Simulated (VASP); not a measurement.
# TaN (Fm-3m) in VASP: notebook

The runs below take TaN through relaxation of cell and atoms, with PBEsol, RPBE.

Everything below comes from runs of VASP 6.6.1. Logs are shortened: lines on timing, memory, paths and dates and some standing lists are left out, and cuts for length are marked.

**1. Starting point**

The structure is cubic, space group Fm-3m (No. 225). The conventional cell has a = 4.423 Å, b = 4.423 Å, c = 4.423 Å, α = 90.00°, β = 90.00°, γ = 90.00°. Ta (site symmetry m-3m) is surrounded by 6 N at 2.21 Å. Around N (site symmetry m-3m) lie 6 Ta at 2.21 Å.

The cell comes from a database or a generator and needn't be the stable form of this composition.

**2. Relaxation of cell and atoms, PBEsol**

INCAR

```
ALGO = Normal ; EDIFF = 1E-7
EDIFFG = -0.005 ; ENCUT = 580
GGA = PS ; IBRION = 2
ISIF = 3 ; ISMEAR = 0
LASPH = True ; LCHARG = False
LREAL = False ; LWAVE = False
NELM = 60 ; NSW = 90
PREC = Accurate ; SIGMA = 0.1
```

KPOINTS

```
k-points
0
Gamma
  16 16 16
```

POSCAR

```
TaN
1.0
    0.0000000000      2.2113230000      2.2113230000
    2.2113230000      0.0000000000      2.2113230000
    2.2113230000      2.2113230000      0.0000000000
Ta N
1 1
Direct
    0.5000000000      0.5000000000      0.5000000000
    0.0000000000      0.0000000000      0.0000000000
```

Potentials or basis: VASP PAW PBE potentials, release 64 (Ta, N).

Launch:

```sh
$ cat potpaw_PBE.64/Ta/POTCAR potpaw_PBE.64/N/POTCAR > POTCAR
$ mpirun -np 1 vasp_std > vasp.out
```

OUTCAR:

```text
EDIFF = 1E-7
   EDIFFG = -0.005
   ENCUT = 580
   GGA = PS
   IBRION = 2
   ISIF = 3
   ISMEAR = 0
   LASPH = True
   LREAL = False
   NELM = 60
   NSW = 90
   PREC = Accurate

 ion  position               nearest neighbor table
   1  0.500  0.500  0.500-   2 2.21   2 2.21   2 2.21   2 2.21   2 2.21   2 2.21
   2  0.000  0.000  0.000-   1 2.21   1 2.21   1 2.21   1 2.21   1 2.21   1 2.21

  LATTYP: Found a face centered cubic cell.
 ALAT       =     4.4226460000

  Lattice vectors:

 A1 = (   0.0000000000,   2.2113230000,   2.2113230000)
 A2 = (   2.2113230000,   0.0000000000,   2.2113230000)
 A3 = (   2.2113230000,   2.2113230000,   0.0000000000)

Analysis of symmetry for initial positions (statically):
=====================================================================
 Subroutine PRICEL returns:
 Original cell was already a primitive cell.

 Routine SETGRP: Setting up the symmetry group for a
 face centered cubic supercell.

 Subroutine GETGRP returns: Found 48 space group operations
 (whereof 48 operations were pure point group operations)
 out of a pool of 48 trial point group operations.

The static configuration has the point symmetry O_h .

Analysis of symmetry for dynamics (positions and initial velocities):
=====================================================================
 Subroutine PRICEL returns:
 Original cell was already a primitive cell.

 Routine SETGRP: Setting up the symmetry group for a
 face centered cubic supercell.

 Subroutine GETGRP returns: Found 48 space group operations
 (whereof 48 operations were pure point group operations)
 out of a pool of 48 trial point group operations.

The dynamic configuration has the point symmetry O_h .

 Subroutine INISYM returns: Found 48 space group operations
 (whereof 48 operations are pure point group operations),
 and found     1 'primitive' translations

----------------------------------------------------------------------------------------

                                     Primitive cell

  volume of cell :      21.6265

  direct lattice vectors                    reciprocal lattice vectors
     0.000000000  2.211323000  2.211323000    -0.226108985  0.226108985  0.226108985
     2.211323000  0.000000000  2.211323000     0.226108985 -0.226108985  0.226108985
     2.211323000  2.211323000  0.000000000     0.226108985  0.226108985 -0.226108985

  length of vectors
     3.127282977  3.127282977  3.127282977     0.391632251  0.391632251  0.391632251

  position of ions in fractional coordinates (direct lattice)
     0.500000000  0.500000000  0.500000000
     0.000000000  0.000000000  0.000000000

  ion indices of the primitive-cell ions
   primitive index   ion index
                 1           1
                 2           2

----------------------------------------------------------------------------------------

 KPOINTS: k-points

Automatic generation of k-mesh.
 Grid dimensions read from file:
 generate k-points for:   16   16   16

 Generating k-lattice:

  Cartesian coordinates                     Fractional coordinates (reciprocal lattice)
    -0.014131812  0.014131812  0.014131812     0.062500000  0.000000000  0.000000000
     0.014131812 -0.014131812  0.014131812     0.000000000  0.062500000  0.000000000
     0.014131812  0.014131812 -0.014131812     0.000000000  0.000000000  0.062500000

  Length of vectors
     0.024477016  0.024477016  0.024477016

  Shift w.r.t. Gamma in fractional coordinates (k-lattice)
     0.000000000  0.000000000  0.000000000

 Subroutine IBZKPT returns following result:
 ===========================================

 Found    145 irreducible k-points:

 Following reciprocal coordinates:
            Coordinates               Weight
  0.000000  0.000000  0.000000      1.000000
  0.062500  0.000000  0.000000      8.000000
  0.125000  0.000000  0.000000      8.000000
  0.187500  0.000000  0.000000      8.000000
  0.250000  0.000000  0.000000      8.000000
  0.312500  0.000000  0.000000      8.000000
[... 16 lines left out ...]
 -0.125000  0.062500  0.000000     24.000000
 -0.062500  0.062500  0.000000     12.000000
 [... further k-points ...]
   k-points           NKPTS =    145   k-points in BZ     NKDIM =    145   number of bands    NBANDS=      9
   number of dos      NEDOS =    301   number of ions     NIONS =      2
   total plane-waves  NPLWV =  21952
   dimension x,y,z NGX =    28 NGY =   28 NGZ =   28
   dimension x,y,z NGXF=    56 NGYF=   56 NGZF=   56
   ions per type =               1   1
   NGX,Y,Z   is equivalent  to a cutoff of  14.88, 14.88, 14.88 a.u.
   NGXF,Y,Z  is equivalent  to a cutoff of  29.77, 29.77, 29.77 a.u.
 SYSTEM =  unknown system
   PREC   = accura    normal or accurate (medium, high low for compatibility)
   ISTART =      0    job   : 0-new  1-cont  2-samecut
   ICHARG =      2    charge: 1-file 2-atom 10-const
   ISPIN  =      1    spin polarized calculation?
   LNONCOLLINEAR =      F non collinear calculations
   LSORBIT =      F    spin-orbit coupling
   LASPH  =      T    aspherical Exc in radial PAW
   ENCUT  =  580.0 eV  42.63 Ry    6.53 a.u.   6.14  6.14  6.14*2*pi/ulx,y,z
   NELM   =     60;   NELMIN=  2; NELMDL= -5     # of ELM steps
   EDIFF  = 0.1E-06   stopping-criterion for ELM
   LREAL  =      F    real-space projection
   EDIFFG = -.5E-02   stopping-criterion for IOM
   NSW    =     90    number of steps for IOM
   IBRION =      2    ionic relax: 0-MD 1-quasi-New 2-CG
   NFREE  =      1    steps in history (QN), initial steepest desc. (CG)
   ISIF   =      3    stress and relaxation
   ISYM   =      2    0-nonsym 1-usesym 2-fastsym
   POTIM  = 0.5000    time-step for ionic-motion
   TEBEG  =    0.0;   TEEND  =   0.0 temperature during run
   PSTRESS=    0.0 pullay stress
   NELECT =      10.0000    total number of electrons
   NUPDOWN=      -1.0000    fix difference up-down
   EMIN   =  10.00;   EMAX   =-10.00  energy-range for DOS
   EFERMI =   0.00;   METHOD = LEGACY
   ISMEAR =     0;   SIGMA  =   0.10  broadening in eV -4-tet -1-fermi 0-gaus
   EFERMI_NEDOS =   21; number of points for ismear=-14 and -15
   IALGO  =     38    algorithm
   IMIX   =      4    mixing-type and parameters
     AMIX     =   0.40;   BMIX     =  1.00
     AMIX_MAG =   1.60;   BMIX_MAG =  1.00
  volume/ion in A,a.u.               =      10.81        72.97
  Fermi-wavevector in a.u.,A,eV,Ry     =   1.265939  2.392277 21.804705  1.602601
  Thomas-Fermi vector in A             =   2.399166
   LORBIT       =      0    0 simple, 1 ext, 2 COOP (PROOUT), +10 PAW based schemes
   GGA     = PS    functional components
   LHFCALC =     F    Hartree Fock is set to
   AEXX    =    0.0000 exact exchange contribution
   IVDW    =     0    specifies the selected vdW correction
   LEPSILON=     F    determine dielectric tensor
   LRPA    =     F    only Hartree local field effects (RPA)
 conjugate gradient relaxation of ions
 non-spin polarized calculation
 Gauss-broadening in eV      SIGMA  =   0.10
  energy-cutoff  :      580.00
  volume of cell :       21.63
 maximum number of plane-waves:       701
 NGX is ok and might be reduce to    28
   NGX = 13   NGY = 13   NGZ = 13

--------------------------------------- Ionic step        1  -------------------------------------------

 number of electron      10.0000000 magnetization

 Free energy of the ion-electron system (eV)
  ---------------------------------------------------
  ext. energy  EPLUGINS =         0.00000000
  ---------------------------------------------------
  free energy    TOTEN  =       -23.28906231 eV

  energy without entropy =      -23.28325711  energy(sigma->0) =      -23.28615971

------------------------ aborting loop because EDIFF is reached ----------------------------------------

  FORCE on cell =-STRESS in cart. coord.  units (eV):
  Direction    XX          YY          ZZ          XY          YZ          ZX
  --------------------------------------------------------------------------------------
  -------------------------------------------------------------------------------------
  Total       -1.4615294     -1.4615294     -1.4615294      0.0000000      0.0000000      0.0000000
  in kB     -108.2758472   -108.2758472   -108.2758472      0.0000000      0.0000000      0.0000000
  external PRESSURE =    -108.2758472 kB  Pullay stress =       0.0000000 kB

 VOLUME and BASIS-vectors are now :
 -----------------------------------------------------------------------------
  energy-cutoff  :      580.00
  volume of cell :       21.63
      direct lattice vectors                 reciprocal lattice vectors
     0.000000000  2.211323000  2.211323000    -0.226108985  0.226108985  0.226108985
     2.211323000  0.000000000  2.211323000     0.226108985 -0.226108985  0.226108985
     2.211323000  2.211323000  0.000000000     0.226108985  0.226108985 -0.226108985

 POSITION                                       TOTAL-FORCE (eV/Angst)
 -----------------------------------------------------------------------------------
      2.21132      2.21132      2.21132         0.000000      0.000000      0.000000
      0.00000      0.00000      0.00000        -0.000000     -0.000000     -0.000000
 -----------------------------------------------------------------------------------
    total drift:                               -0.000000      0.000000      0.000000

  FREE ENERGIE OF THE ION-ELECTRON SYSTEM (eV)
  ---------------------------------------------------
  free  energy   TOTEN  =       -23.2890623139 eV

  energy  without entropy=      -23.2832571061  energy(sigma->0) =      -23.28615971

--------------------------------------- Ionic step        2  -------------------------------------------

 number of electron      10.0000000 magnetization

 E-fermi :  10.7169     XC(G=0): -13.8787

 val. band max:       10.7163891589   @ k =  -0.3125   0.3125   0.1250
 cond. band min:      10.7259030216   @ k =  -0.4375   0.1875   0.0000
 fundamental gap:      0.0095138626
 Fermi energy:        10.7169106344

 k-point     1 :       0.0000    0.0000    0.0000
  band No.  band energies     occupation
      1      -8.8396      2.00000
      2       6.6629      2.00000
      3       6.6629      2.00000
      4       6.6629      2.00000
      5       8.3278      2.00000
      6       8.3278      2.00000
      7       8.3278      2.00000
      8      10.7783      0.38507
      9      10.7783      0.38507

 k-point     2 :       0.0625    0.0000    0.0000
  band No.  band energies     occupation
      1      -8.7380      2.00000
      2       6.1051      2.00000
      3       6.2673      2.00000
      4       6.2673      2.00000
      5       8.5093      2.00000
      6       8.5093      2.00000
      7       8.6031      2.00000
      8      11.2301      0.00000
      9      11.2301      0.00000
[... 322 lines left out ...]
 POSITION                                       TOTAL-FORCE (eV/Angst)
 -----------------------------------------------------------------------------------
      2.18915      2.18915      2.18915         0.000000     -0.000000      0.000000
      0.00000      0.00000      0.00000        -0.000000      0.000000     -0.000000
 -----------------------------------------------------------------------------------
    total drift:                               -0.000000      0.000000      0.000000

  FREE ENERGIE OF THE ION-ELECTRON SYSTEM (eV)
  ---------------------------------------------------
  free  energy   TOTEN  =       -23.3121408131 eV

  energy  without entropy=      -23.3065154295  energy(sigma->0) =      -23.30932812

--------------------------------------- Ionic step        4  -------------------------------------------

 number of electron       9.9999999 magnetization

 Free energy of the ion-electron system (eV)
  ---------------------------------------------------
  ext. energy  EPLUGINS =         0.00000000
  ---------------------------------------------------
  free energy    TOTEN  =       -23.31215783 eV

  energy without entropy =      -23.30653725  energy(sigma->0) =      -23.30934754

 E-fermi :   9.7732     XC(G=0): -13.4683

 val. band max:        9.7664212533   @ k =  -0.2500   0.3750   0.1250
 cond. band min:       9.7806306830   @ k =  -0.3125   0.3125   0.1250
 fundamental gap:      0.0142094296
 Fermi energy:         9.7731928908

 k-point     1 :       0.0000    0.0000    0.0000
  band No.  band energies     occupation
      1      -9.1287      2.00000
      2       5.9547      2.00000
      3       5.9547      2.00000
      4       5.9547      2.00000
      5       7.6140      2.00000
      6       7.6140      2.00000
      7       7.6140      2.00000
      8       9.8096      0.60626
      9       9.8096      0.60625

 k-point     2 :       0.0625    0.0000    0.0000
  band No.  band energies     occupation
      1      -9.0398      2.00000
      2       5.4283      2.00000
      3       5.5992      2.00000
      4       5.5992      2.00000
      5       7.7771      2.00000
      6       7.7771      2.00000
      7       7.8546      2.00000
      8      10.2163      0.00000
      9      10.2163      0.00000
[... 286 lines left out ...]
 POSITION                                       TOTAL-FORCE (eV/Angst)
 -----------------------------------------------------------------------------------
      2.18856      2.18856      2.18856         0.000000      0.000000      0.000000
      2.18856      2.18856      4.37712        -0.000000     -0.000000     -0.000000
 -----------------------------------------------------------------------------------
    total drift:                                0.000000     -0.000000      0.000000

  FREE ENERGIE OF THE ION-ELECTRON SYSTEM (eV)
  ---------------------------------------------------
  free  energy   TOTEN  =       -23.3121578265 eV

  energy  without entropy=      -23.3065372457  energy(sigma->0) =      -23.30934754

 reached required accuracy - stopping structural energy minimisation
```

It took 58 s on 1 thread of Intel Xeon Platinum 8488C (Sapphire Rapids), shared host; peak memory 0.21 GiB.

Results:

```yaml
Free_energy: -23.3122 eV
Relaxed_volume: 10.48 Å³/atom
Relaxed_cell: a = 3.095 Å, b = 3.095 Å, c = 3.095 Å, α = 60.00°, β = 60.00°, γ = 60.00°
Space_group_after_relaxing_to_0.05_Å: Fm-3m (No. 225)
Energy_gained_by_relaxing: 11.5 meV/atom
Ionic_steps: 4
Pressure_after_relaxing: 0.0 GPa
Band_gap_on_the_k_mesh: none (metal or under the smearing width)
```

Step by step:
| step | energy change (eV) | largest force (eV/Å) | pressure (GPa) | volume (Å³) |
| --- | --- | --- | --- | --- |
| 1 | 0.0000 | 0.0000 | -10.83 | 21.63 |
| 2 | 0.1296 | 0.0000 | 33.98 | 19.42 |
| 3 | -0.0231 | 0.0000 | -0.33 | 20.98 |
| 4 | -0.0231 | 0.0000 | -0.04 | 20.97 |

Final structure:
```
CELL_PARAMETERS angstrom
0.00000 2.18856 2.18856
2.18856 0.00000 2.18856
2.18856 2.18856 0.00000
ATOMIC_POSITIONS crystal
Ta 0.50000 0.50000 0.50000
N 0.00000 0.00000 0.00000
```

Caveat: the PAW data sets were made with another functional, which shifts forces and pressure a little. Spin-orbit coupling is left out, which matters for the levels of Ta.

**3. Relaxation of cell and atoms, PBEsol**

INCAR, as its differences from that of step 2:

```diff
@@ -1,3 +1,3 @@
 ALGO = Normal ; EDIFF = 1E-7
-EDIFFG = -0.005 ; ENCUT = 580
+EDIFFG = -0.005 ; ENCUT = 480
 GGA = PS ; IBRION = 2
```

KPOINTS is that of step 2.

POSCAR is that of step 2.

Potentials or basis: VASP PAW PBE potentials, release 64 (Ta_pv, N_s).

Launch:

```sh
$ cat potpaw_PBE.64/Ta_pv/POTCAR potpaw_PBE.64/N_s/POTCAR > POTCAR
$ mpirun -np 1 vasp_std > vasp.out
```

Run time: 42 s. Hardware: 1 thread of Intel Xeon Platinum 8488C (Sapphire Rapids), shared host; peak memory 0.18 GiB.

The run converged. Its results:

| Item | Value |
| --- | --- |
| Free energy | -23.2159 eV |
| Relaxed volume | 10.50 Å³/atom |
| Relaxed cell | a = 3.097 Å, b = 3.097 Å, c = 3.097 Å, α = 60.00°, β = 60.00°, γ = 60.00° |
| Space group after relaxing (to 0.05 Å) | Fm-3m (No. 225) |
| Energy gained by relaxing | 9.7 meV/atom |
| Ionic steps | 4 |
| Pressure after relaxing | 0.0 GPa |
| Band gap on the k mesh | none (metal or under the smearing width) |

The path:
| step | energy change (eV) | largest force (eV/Å) | pressure (GPa) | volume (Å³) |
| --- | --- | --- | --- | --- |
| 1 | 0.0000 | 0.0000 | -9.76 | 21.63 |
| 2 | 0.0949 | 0.0000 | 28.27 | 19.63 |
| 3 | -0.0194 | 0.0000 | -0.25 | 21.02 |
| 4 | -0.0194 | 0.0000 | -0.02 | 21.01 |

Final structure:
```
CELL_PARAMETERS angstrom
0.00000 2.19006 2.19006
2.19006 0.00000 2.19006
2.19006 2.19006 0.00000
ATOMIC_POSITIONS crystal
Ta 0.50000 0.50000 0.50000
N 0.00000 0.00000 0.00000
```

Levels at points of the mesh, in eV from the Fermi level:
```tsv
k point	band 4	band 5	band 6	band 7	band 8	band 9	band 10	band 11	band 12
(0.00, 0.00, 0.00)	-18.90	-3.82	-3.82	-3.82	-2.15	-2.15	-2.15	0.04	0.04
(0.50, 0.00, 0.00)	-15.74	-10.50	-7.67	-7.67	1.95	1.95	2.05	3.86	7.69
(0.50, 0.50, 0.00)	-17.61	-6.65	-5.57	-4.64	-4.64	2.15	3.64	3.64	4.71
```

Caveat: the PAW data sets were made with another functional, which shifts forces and pressure a little.

(Part 1 of 2 ends here.)
